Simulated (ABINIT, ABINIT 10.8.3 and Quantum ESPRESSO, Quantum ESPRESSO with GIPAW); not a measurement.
**Shieldings in NaH in space group Fm-3m from a nuclear dipole's orbital moment**

Wanted: shieldings of NaH in space group Fm-3m from two unrelated programs, to see how far they agree and what the ZORA terms of the valence add.

Main program and level: ABINIT 10.8.3 and Quantum ESPRESSO with GIPAW; DFT, plane-wave PAW; levels as the steps name them.

## Step 1: Starting point

The structure is cubic, space group Fm-3m (No. 225). Conventional cell: a = 4.880 Å, b = 4.880 Å, c = 4.880 Å, α = 90.00°, β = 90.00°, γ = 90.00°. Na has 6 H at 2.44 Å nearest. H has 6 Na at 2.44 Å nearest. Farther neighbours are not listed.

## Step 2: GIPAW: ground state

The first road is linear response to a uniform field, which keeps the symmetry and yields every site at once.

A patched development version of Quantum ESPRESSO; PAW files made with ld1.x from the pslibrary 1.0.0 recipes.

The input, scf.in:

```
&control
  calculation = 'scf'
  prefix = 'x'
  outdir = './tmp/'
  pseudo_dir = './'
/
&system
  ibrav = 0
  nat = 2
  ntyp = 2
  ecutwfc = 75
  ecutrho = 450
  nbnd = 7
/
&electrons
  conv_thr = 1.0d-10
  mixing_beta = 0.7
  electron_maxstep = 100
/
ATOMIC_SPECIES
  Na 22.990 Na.pbe-spn-kjpaw_psl.1.0.0-gipaw.UPF
  H 1.008 H.pbe-kjpaw_psl.1.0.0-gipaw.UPF
CELL_PARAMETERS angstrom
  0.00000000 2.44000000 2.44000000
  2.44000000 0.00000000 2.44000000
  2.44000000 2.44000000 0.00000000
ATOMIC_POSITIONS crystal
  Na 0.00000000 0.00000000 0.00000000
  H 0.50000000 0.50000000 0.50000000
K_POINTS automatic
  6 6 6 0 0 0
```

The run is started by

```sh
$ mpirun -np 4 pw.x -nk 4 -in scf.in > scf.out
```

Numbers of over 12 decimals in the logs are rounded to 6 here.

The log of the run:

```text
using ibrav=0 with symmetry is DISCOURAGED, use correct ibrav instead

     bravais-lattice index     =            0
     lattice parameter (alat)  =       6.5208  a.u.
     unit-cell volume          =     196.0632 (a.u.)^3
     number of atoms/cell      =            2
     number of atomic types    =            2
     number of electrons       =        10.00
     number of Kohn-Sham states=            7
     kinetic-energy cutoff     =      75.0000  Ry
     charge density cutoff     =     450.0000  Ry
     scf convergence threshold =      1.0E-10
     mixing beta               =       0.7000
     number of iterations used =            8  plain     mixing
     Exchange-correlation= SLA-PW-PBX-PBC
                           (   1   4   3   4   0   0   0)
[...]
Na                9.00    22.99000     Na( 1.00)
     H                 1.00     1.00800     H ( 1.00)

     48 Sym. Ops., with inversion, found
[...]
number of k points=    16
[...]
Dense  grid:    31415 G-vectors     FFT dimensions: (  45,  45,  45)

     Smooth grid:    17153 G-vectors     FFT dimensions: (  36,  36,  36)

     Initial potential from superposition of free atoms

     starting charge       9.9937, renormalised to      10.0000
     Starting wfcs are    6 atomic +    1 random wfcs

     Self-consistent Calculation

     iteration #  1     ecut=    75.00 Ry     beta= 0.70
     Davidson diagonalization with overlap
     ethr =  1.00E-02,  avg # of iterations =  6.9

     Threshold (ethr) on eigenvalues was too large:
     Diagonalizing with lowered threshold

     Davidson diagonalization with overlap
     ethr =  9.15E-04,  avg # of iterations =  1.4

     total energy              =    -110.42927887 Ry
     estimated scf accuracy    <       0.09217439 Ry

     iteration #  2     ecut=    75.00 Ry     beta= 0.70
     Davidson diagonalization with overlap
     ethr =  9.22E-04,  avg # of iterations =  2.4

     total energy              =    -110.44355578 Ry
     estimated scf accuracy    <       0.00122750 Ry

     iteration #  3     ecut=    75.00 Ry     beta= 0.70
[...]
total energy              =    -110.44398133 Ry
     estimated scf accuracy    <       0.00008498 Ry

[...]
c_bands: 1 eigenvalues not converged on the other pools
[...]
total energy              =    -110.44403191 Ry
[...]
iteration # 11     ecut=    75.00 Ry     beta= 0.70
     Davidson diagonalization with overlap
     ethr =  8.26E-11,  avg # of iterations =  3.4

     total energy              =    -110.44403192 Ry
     estimated scf accuracy    <          1.8E-10 Ry

     iteration # 12     ecut=    75.00 Ry     beta= 0.70
     Davidson diagonalization with overlap
     ethr =  1.83E-12,  avg # of iterations =  4.0

     The highest empty levels of an scf can be off by 1 eV or more

     End of self-consistent calculation
     [one-electron energies left out]

     highest occupied, lowest unoccupied level (ev):     0.4148    4.1694

!    total energy              =    -110.44403192 Ry
     total all-electron energy =      -326.062457 Ry
     estimated scf accuracy    <          7.2E-11 Ry

     The total energy is the sum of the following terms:
     one-electron contribution =     -79.78896311 Ry
     hartree contribution      =      42.84664432 Ry
     xc contribution           =     -15.44584824 Ry
     ewald contribution        =     -42.89522205 Ry
     one-center paw contrib.   =     -15.16064284 Ry

     convergence has been achieved in  12 iterations
[...]
JOB DONE.
```

Elapsed: 2.8 s, on 4 MPI ranks of Arm Neoverse V2, shared host; peak memory 0.25 GiB; 11 s of CPU time.

## Step 3: GIPAW: response

The input, nmr.in:

```
&inputgipaw
  job = 'nmr'
  prefix = 'x'
  tmp_dir = './tmp/'
  restart_mode = 'from_scratch'
  verbosity = 'low'
  q_gipaw = 0.01
  spline_ps = .true.
  conv_threshold = 1.0d-14
  use_nmr_macroscopic_shape = .false.
  pawproj(1) = .true.
  pawproj(2) = .true.
/
```

The run is started by

```sh
$ mpirun -np 4 gipaw.x -in nmr.in > nmr.out
```

The log of the run:

```text
[banner, memory and clock lines left out]
[a note of our patched build left out]

     Parallelizing q-star over 1 images

     IMPORTANT: XC functional enforced from input :
     Exchange-correlation= PBE
                           (   1   4   3   4   0   0   0)
     Any further DFT definition will be discarded
     Please, verify this is what you really want

[...]
projs nearly linearly dependent: l=0  n1,n2= 1, 2  s=  0.99968852
[...]
alpha_pv=    100.4854 eV

     spline_ps is .false., expect some extrapolation errors

     q-space interpolation up to    90.00 Rydberg

     GIPAW job: nmr
     NMR macroscopic correction: no
[...]
Computing the magnetic susceptibility     isolve=0    ethr=  0.1000E-13
     Starting from scratch
     k-point #    1 of    16      pool #  1    cpu time:       0.3
[...]
End of magnetic susceptibility calculation

     f-sum rule (1st term):
            -7.3133         -0.0000         -0.0000
            -0.0000         -7.3133         -0.0000
            -0.0000         -0.0000         -7.3133

     f-sum rule (2nd term):
            -0.3971          0.0000          0.0000
             0.0000         -0.3971          0.0000
             0.0000          0.0000         -0.3971

     f-sum rule (should be    -7.7090):
            -7.7104         -0.0000         -0.0000
            -0.0000         -7.7104         -0.0000
            -0.0000         -0.0000         -7.7104

[... susceptibilities left out ...]
     Contributions to the NMR chemical shifts: -------------------------------

     Macroscopic shape contribution in ppm:                    0.00
             0.0000          0.0000          0.0000
             0.0000          0.0000          0.0000
             0.0000          0.0000          0.0000

     Core contribution in ppm:

     Atom  1  Na  pos: (  0.000000  0.000000  0.000000)  core sigma:         377.27
     Atom  2  H   pos: (  0.707107  0.707107  0.707107)  core sigma:           0.00

     Bare contribution in ppm:

     Atom  1  Na  pos: (  0.000000  0.000000  0.000000)  bare sigma:         128.43
[...]
Atom  2  H   pos: (  0.707107  0.707107  0.707107)  bare sigma:          20.80
[...]
Diamagnetic contribution in ppm:

     Atom  1  Na  pos: (  0.000000  0.000000  0.000000)  dia sigma:         108.26
[...]
Atom  2  H   pos: (  0.707107  0.707107  0.707107)  dia sigma:           0.93
[...]
Paramagnetic contribution in ppm:

     Atom  1  Na  pos: (  0.000000  0.000000  0.000000)  para sigma:         591.18
[...]
Atom  2  H   pos: (  0.707107  0.707107  0.707107)  para sigma:           0.00
[...]
Paramagnetic US occ-occ contribution in ppm:

     Atom  1  Na  pos: (  0.000000  0.000000  0.000000)  para_oo sigma:          -2.07
[...]
Atom  2  H   pos: (  0.707107  0.707107  0.707107)  para_oo sigma:           0.00
[...]
Paramagnetic US L_R Q_R contribution in ppm:

     Atom  1  Na  pos: (  0.000000  0.000000  0.000000)  para_lq sigma:        -667.44
[...]
Atom  2  H   pos: (  0.707107  0.707107  0.707107)  para_lq sigma:           0.00
[...]
Total NMR chemical shifts in ppm: ---------------------------------------
     (adopting the Simpson convention for anisotropy and asymmetry)-----------

     Atom  1  Na  pos: (  0.000000  0.000000  0.000000)  Total sigma:         535.62
[...]
Na      1    anisotropy:      0.00    eta:    0.0000
[...]
Atom  2  H   pos: (  0.707107  0.707107  0.707107)  Total sigma:          21.73
[...]
H       2    anisotropy:     -0.00    eta:    0.0000
[...]
```

Wall time 18 s (4 MPI ranks); peak memory 0.22 GiB.

## Step 4: Converse method: dipole on Na1; PBE, zora 0, 50 Ha, 3×3×3 (4 shifts)

A nuclear dipole of one atomic unit is put on one atom. The ground state with the dipole is followed by the k-derivatives of the wave functions, and the induced orbital moment, with its sign turned, is the shielding tensor applied to the dipole's direction; the site's symmetry gives the rest. The dipole breaks time reversal, so the whole zone is sampled. JTH 2.0 datasets hold the cores' Lamb term.

The input, run.abi:

```
ndtset 2
acell 3*1.0 Angstrom
rprim
  0.00000000 2.44000000 2.44000000
  2.44000000 0.00000000 2.44000000
  2.44000000 2.44000000 0.00000000
natom 2
ntypat 2
znucl 11 1
typat 1 2
xred
  0.00000000 0.00000000 0.00000000
  0.50000000 0.50000000 0.50000000
pseudos "Na_PBE_JTH.xml, H_PBE_JTH.xml"
ecut 50
pawecutdg 100
pawovlp -1
kptopt 3
ngkpt 3 3 3
nshiftk 4
shiftk 0.5 0.5 0.5  0.5 0 0  0 0.5 0  0 0 0.5
nband 5
occopt 1
nsym 1
symmorphi 0
istwfk *1
chkprim 0
chksymbreak 0
chksymtnons 0
optforces 0
optstress 0
pawcpxocc 2
usexcnhat 0
paral_atom 0
paral_kgb 0
prtden 0
prteig 0
prtebands 0
prtgsr 0
natnd 1
iatnd 1
atndlist 1 0 0
tolvrs1 1d-14
nstep1 50
rfddk2 1
rfdir2 1 1 1
iscf2 -3
getwfk2 -1
orbmag2 2
tolwfr2 1d-18
nstep2 30
prtwf2 0
```

The run is started by

```sh
$ abinit run.abi > log
```

The log of the run:

```text
DATASET    1 : space group P1 (#  1); Bravais aP (primitive triclinic)
[...]
Values of the parameters that define the memory need for DATASET  1.
     intxc =       0    ionmov =       0      iscf =      17    lmnmax =       8
     lnmax =       4     mgfft =      45  mpssoang =       2    mqgrid =    3001
     natom =       2  nloc_mem =       2    nspden =       1   nspinor =       1
    nsppol =       1      nsym =       1    n1xccc =       1    ntypat =       2
    occopt =       1   xclevel =       2
       mpw =        3317          nfft =       91125          nkpt =         108
 PAW method is used; the additional fine FFT grid is defined by:
   mgfftf=        60    nfftf =    216000
[...]
DATASET    2 : space group P1 (#  1); Bravais aP (primitive triclinic)
[...]
Values of the parameters that define the memory need for DATASET  2 (RF).
     intxc =       0      iscf =      -3    lmnmax =       8     lnmax =       4
     mgfft =      45  mpssoang =       2    mqgrid =    3001     natom =       2
  nloc_mem =       2    nspden =       1   nspinor =       1    nsppol =       1
      nsym =       1    n1xccc =       1    ntypat =       2    occopt =       1
   xclevel =       2
      nfft =       91125          nkpt =         108
[...]
acell      1.8897261259E+00  1.8897261259E+00  1.8897261259E+00 Bohr
              amu      2.29897680E+01  1.00794000E+00
         atndlist      1.0000000000E+00  0.0000000000E+00  0.0000000000E+00
[...]
ecut      5.00000000E+01 Hartree
           getwfk1          0
           getwfk2         -1
            iatnd        1    0
             iscf1         17
             iscf2         -3
     [istwfk list left out]
              ixc     -101130
           jdtset        1    2
     [kpt list left out]
           kptopt           3
         kptrlatt        3   -3    3     -3    3    3     -3   -3    3
[...]
natnd           1
            natom           2
            nband           5
           ndtset           2
            ngfft          45      45      45
          ngfftdg          60      60      60
             nkpt         108
            nstep1         50
            nstep2         30
             nsym           1
           ntypat           2
        nucdipmom      1.0000000000E+00  0.0000000000E+00  0.0000000000E+00
[...]
occ      2.000000  2.000000  2.000000  2.000000  2.000000
[...]
optforces           0
        optstress           0
           orbmag1          0
           orbmag2          2
        pawcpxocc           2
        pawecutdg      1.00000000E+02 Hartree
          pawovlp     -1.0000000000E+00
[...]
rfddk1          0
            rfddk2          1
            rprim      0.0000000000E+00  2.4400000000E+00  2.4400000000E+00
[...]
shiftk      5.00000000E-01  5.00000000E-01  5.00000000E-01
          spgroup           1
        symmorphi           0
           tolvrs1     1.00000000E-14
           tolvrs2     0.00000000E+00
           tolwfr1     0.00000000E+00
           tolwfr2     1.00000000E-18
            typat      1  2
        usexcnhat           0
           useylm           1
     [wtk list left out]
[...]
xred      0.0000000000E+00  0.0000000000E+00  0.0000000000E+00
[...]
znucl       11.00000    1.00000
[...]
dimensions: {natom: 2, nkpt: 108, mband: 5, nsppol: 1, nspinor: 1, nspden: 1, mpw: 3317, }
cutoff_energies: {ecut:  50.0, pawecutdg: 100.0, }
electrons: {nelect:   1.00000000E+01, charge:   0.00000000E+00, occopt:   1.00000000E+00, tsmear:   1.00000000E-02, }
[...]
Unit cell volume ucvol=  1.9606320E+02 bohr^3
[...]
Coarse grid specifications (used for wave-functions):
[...]
Fine grid specifications (used for densities):
[...]
1.84029772E+02                                ecore*ucvol(ha*bohr**3)
[...]
solver: {iscf: 17, nstep: 50, nline: 4, wfoptalg: 10, }
tolerances: {tolvrs: 1.00E-14, }
[...]
ETOT  1  -48.649742454419    -4.865E+01 3.771E-01 2.008E+01
 ETOT  2  -48.710178477018    -6.044E-02 7.493E-07 3.628E+00
 ETOT  3  -48.708781869701     1.397E-03 2.737E-05 4.638E-01
 ETOT  4  -48.708901915920    -1.200E-04 2.397E-06 7.954E-02
 ETOT  5  -48.708993323051    -9.141E-05 2.863E-07 1.785E-03
 ETOT  6  -48.708997531590    -4.209E-06 6.412E-09 3.632E-05
 ETOT  7  -48.708997725659    -1.941E-07 7.140E-10 3.108E-07
 ETOT  8  -48.708997727363    -1.704E-09 8.048E-13 6.798E-08
 ETOT  9  -48.708997727624    -2.611E-10 1.953E-12 6.422E-09
 ETOT 10  -48.708997727626    -2.338E-12 9.574E-14 6.439E-10
 ETOT 11  -48.708997727627    -1.400E-12 1.291E-15 3.008E-11
 ETOT 12  -48.708997727627     1.350E-13 1.096E-16 3.404E-12
 ETOT 13  -48.708997727627    -1.137E-13 3.109E-17 3.922E-13
 ETOT 14  -48.708997727627     9.237E-14 3.390E-18 2.041E-14
 ETOT 15  -48.708997727627    -8.527E-14 1.173E-19 3.290E-15

 At SCF step   15       nres2   =  3.29E-15 < tolvrs=  1.00E-14 =>converged.
[...]
f-sum rule ratio=    6.2869337203E-01
 Expectation of eigenvalue derivatives (hartree) for nkpt= 108  k points:
  (in case of degenerate eigenvalues, averaged derivative)
 [levels by k-point left out]

 Nine components of 2nd-order total energy (hartree) are
 1,2,3: 0th-order hamiltonian combined with 1st-order wavefunctions
     kin0=   1.31750664E+01 eigvalue=   3.74663761E+00  local=  -4.76936484E+00  nclr dpl0=   2.27214219E-08
 4,5,6: 1st-order hamiltonian combined with 1st and 0th-order wfs
     kin1=  -1.75110622E+01  Hartree=   0.00000000E+00     xc=   0.00000000E+00  nclr dpl1=  -2.78184700E-10
 7,8,9: eventually, occupation + non-local contributions
    edocc=   0.00000000E+00     enl0=  -7.21675319E-01   enl1=  -6.34482287E+00
 10: eventually, PAW "on-site" Hxc contribution: epaw1=   0.00000000E+00
 1-10 gives the relaxation energy (to be shifted if some occ is /=2.0)
   erelax=  -1.24252212E+01
 11 Contribution from 1st-order change of wavefunctions overlap
 eovl1 =  -4.97278631E-01
  No Ewald or frozen-wf contrib.: the relaxation energy is the total one
 2DEtotal=   -0.1242522116E+02 Ha. Also 2DEtotal=   -0.338107492181E+03 eV
    (  non-var. 2DEtotal :   -1.2425221160E+01 Ha)
[...]
symkpt : not enough symmetry to change the number of k points.

 Initialisation of the first-order wave-functions :
  ireadwf=   0
[...]
solver: {iscf: -3, nstep: 30, nline: 4, wfoptalg: 10, }
tolerances: {tolwfr: 1.00E-18, }
[...]
ETOT  4  -12.425221160496     -1.553E-10 9.627E-13 0.000E+00
 ETOT  5  -12.425221160496     -7.105E-14 9.050E-16 0.000E+00
 ETOT  6  -12.425221160496      7.105E-15 1.020E-18 0.000E+00
 ETOT  7  -12.425221160496      0.000E+00 9.930E-19 0.000E+00

 At SCF step    7   max residual=  9.93E-19 < tolwfr=  1.00E-18 =>converged.
[...]
----iterations are completed or convergence reached----
[...]
f-sum rule ratio=    6.2869337205E-01
 Expectation of eigenvalue derivatives (hartree) for nkpt= 108  k points:
  (in case of degenerate eigenvalues, averaged derivative)
 [levels by k-point left out]

 Nine components of 2nd-order total energy (hartree) are
 1,2,3: 0th-order hamiltonian combined with 1st-order wavefunctions
     kin0=   1.31750664E+01 eigvalue=   3.74663761E+00  local=  -4.76936484E+00  nclr dpl0=   2.27214219E-08
 4,5,6: 1st-order hamiltonian combined with 1st and 0th-order wfs
     kin1=  -1.75110622E+01  Hartree=   0.00000000E+00     xc=   0.00000000E+00  nclr dpl1=  -2.78184697E-10
 7,8,9: eventually, occupation + non-local contributions
    edocc=   0.00000000E+00     enl0=  -7.21675319E-01   enl1=  -6.34482287E+00
 10: eventually, PAW "on-site" Hxc contribution: epaw1=   0.00000000E+00
 1-10 gives the relaxation energy (to be shifted if some occ is /=2.0)
   erelax=  -1.24252212E+01
 11 Contribution from 1st-order change of wavefunctions overlap
 eovl1 =  -4.97278631E-01
  No Ewald or frozen-wf contrib.: the relaxation energy is the total one
 2DEtotal=   -0.1242522116E+02 Ha. Also 2DEtotal=   -0.338107492190E+03 eV
    (  non-var. 2DEtotal :   -1.2425221160E+01 Ha)
[...]
symkpt : not enough symmetry to change the number of k points.

 Initialisation of the first-order wave-functions :
  ireadwf=   0
[...]
solver: {iscf: -3, nstep: 30, nline: 4, wfoptalg: 10, }
tolerances: {tolwfr: 1.00E-18, }
[...]
ETOT  2  -12.425220768427     -1.469E-03 5.638E-06 0.000E+00
 ETOT  3  -12.425221160211     -3.918E-07 2.051E-09 0.000E+00
 ETOT  4  -12.425221160366     -1.553E-10 9.627E-13 0.000E+00
 ETOT  5  -12.425221160366     -8.527E-14 9.050E-16 0.000E+00
 ETOT  6  -12.425221160366     -1.421E-14 1.020E-18 0.000E+00
 ETOT  7  -12.425221160366      0.000E+00 9.930E-19 0.000E+00

 At SCF step    7   max residual=  9.93E-19 < tolwfr=  1.00E-18 =>converged.
[...]
----iterations are completed or convergence reached----
[...]
f-sum rule ratio=    6.2869337204E-01
 Expectation of eigenvalue derivatives (hartree) for nkpt= 108  k points:
  (in case of degenerate eigenvalues, averaged derivative)
 [levels by k-point left out]

 Nine components of 2nd-order total energy (hartree) are
 1,2,3: 0th-order hamiltonian combined with 1st-order wavefunctions
     kin0=   1.31750664E+01 eigvalue=   3.74663761E+00  local=  -4.76936484E+00  nclr dpl0=   2.27214219E-08
 4,5,6: 1st-order hamiltonian combined with 1st and 0th-order wfs
     kin1=  -1.75110622E+01  Hartree=   0.00000000E+00     xc=   0.00000000E+00  nclr dpl1=  -2.78184697E-10
 7,8,9: eventually, occupation + non-local contributions
    edocc=   0.00000000E+00     enl0=  -7.21675319E-01   enl1=  -6.34482287E+00
 10: eventually, PAW "on-site" Hxc contribution: epaw1=   0.00000000E+00
 1-10 gives the relaxation energy (to be shifted if some occ is /=2.0)
   erelax=  -1.24252212E+01
 11 Contribution from 1st-order change of wavefunctions overlap
 eovl1 =  -4.97278631E-01
  No Ewald or frozen-wf contrib.: the relaxation energy is the total one
 2DEtotal=   -0.1242522116E+02 Ha. Also 2DEtotal=   -0.338107492186E+03 eV
    (  non-var. 2DEtotal :   -1.2425221160E+01 Ha)
[...]
Orbital magnetic moment computed with DFPT derivative wavefunctions

 Orbital magnetic moment, Cartesian directions :
 -5.35076073E-04  1.84143629E-09  1.24180392E-10

 Chern vector, Cartesian directions :
  1.98358097E-07 -1.63387503E-12  1.18620472E-12

 Orbital magnetic moment, term-by-term breakdown :
     rho(1) CC :  -3.95548000E-04  1.11724121E-09  1.64456568E-10
    rho(1) VV1 :  -5.18505475E-04 -3.38210013E-11 -1.00995076E-10
    rho(1) VV2 :  -4.24008869E-05 -7.30752224E-11  9.81647642E-11
     rho(0) NL :   5.08520405E-04 -4.78791645E-10  1.01709477E-10
   <L_R> terms :   4.44949603E-04  1.30989893E-09 -1.39143579E-10
 <A0.An> terms :  -1.54820442E-04 -1.59790181E-14 -1.17622816E-14
    Lamb terms :  -3.77271278E-04  0.00000000E+00  0.00000000E+00
 Chern vector, term-by-term breakdown :
  Ch CC :  -4.85328188E-07 -1.84561337E-12  5.48187135E-13
 Ch vv1 :   6.83686284E-07  2.11738314E-13  6.38017596E-13
 Ch vv2 :   2.52960103E-20  3.18727812E-20 -1.24723544E-20
[...]
---- first-order wavefunction calculations are completed ----

 respfn : d/dk was computed, but no 2DTE, so no DDB output.

== END DATASET(S) ==

[key lines of the parts left out:]
Total energy DC (eV): -4.43632523719760E+03
```

Elapsed: 10 min, on 1 thread; peak memory 0.39 GiB.

Along the dipole the shielding is 535.1 ppm. The Chern vector, which should vanish, has length 2.0e-07.

(Continued in part 2 of 2.)

[Banner, clock, file and dataset-listing lines were taken out of the logs.]

[Logs are printed without paths, hosts, clocks, repeated set-up lines and the standing remarks that a program may print on its own settings, such as how far it seeks lower states.]

[Hosts, paths, dates, database ids (printed as entryN), source tags and the programs' standing remarks are cut or masked in the printed files.]
